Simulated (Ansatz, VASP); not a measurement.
**KBr: VASP beside Ansatz**

The input INCAR:

```
ALGO     = Normal         # electronic algorithm
EDIFF    = 1E-6           # SCF threshold, eV
ENCUT    = 520            # plane-wave cutoff, eV
GGA      = PE             # functional
ISIF     = 2              # what is computed and relaxed
ISMEAR   = 0              # smearing method
LASPH    = T              # aspherical terms in the spheres
LCHARG   = F              # write CHGCAR
LREAL    = F              # projectors in reciprocal space
LWAVE    = F              # write WAVECAR
NBANDS   = 15             # bands
NELM     = 100            # most SCF steps
PREC     = Accurate       # precision mode
SIGMA    = 0.05           # smearing width, eV
```

The input KPOINTS:

```
k-points
0
Gamma
  6 6 6
```

Contents of POSCAR:

```
KBr
1.0
   -0.0823125000      3.2925000000      3.2925000000
    3.2101875000      0.0000000000      3.2101875000
    3.2925000000      3.2925000000     -0.0823125000
K Br
1 1
Direct
    0.0000000000      0.0000000000      0.0000000000
    0.5000000000      0.5000000000      0.5000000000
```

Input for Ansatz:

```yaml
crystal:
  lattice:
    - [-0.0823125, 3.2925, 3.2925]
    - [3.2101875, 0.0, 3.2101875]
    - [3.2925, 3.2925, -0.0823125]
  atoms:
    - { symbol: K, position: [0.0, 0.0, 0.0] }
    - { symbol: Br, position: [0.5, 0.5, 0.5] }
basis:
  ecutwfc: 420
kpoints:
  mp_grid: { grid: [6, 6, 6] }
hamiltonian:
  xc: pbe
scf:
  occupations: { method: gaussian, width: 0.05 }
output:
  forces: true
  stress: true
  eigenvalues: true
```

Change from the starting cell: strain -0.0500 x Voigt [0, 0, 0, 0, 1, 0], atoms carried along.

Alike in both runs: task single point; functional PBE; k mesh 6 × 6 × 6; occupations gaussian, width 0.05 eV; no spin polarisation.

|  | VASP | Ansatz |
| --- | --- | --- |
| version | VASP 6.6.1 | Ansatz 0.2.0 |
| potentials or method | VASP PAW PBE potentials, release 64 (K_sv, Br) | scalar-relativistic, plane waves, PAW |
| plane-wave cutoff (eV) | 520 | 420 |
| valence electrons in the cell | 16 | 16 |

|  | VASP | Ansatz | Ansatz less VASP |
| --- | --- | --- | --- |
| gap on the k mesh at the Fermi level (eV) | 4.39 | 4.39 | +0.001 |
| least direct gap on the mesh (eV) | 4.39 | 4.39 | +0.001 |
| pressure (GPa) | 0.9 | 0.8 | -0.04 |
| largest component of the traceless stress (GPa) | 0.25 | 0.25 | +0.002 |
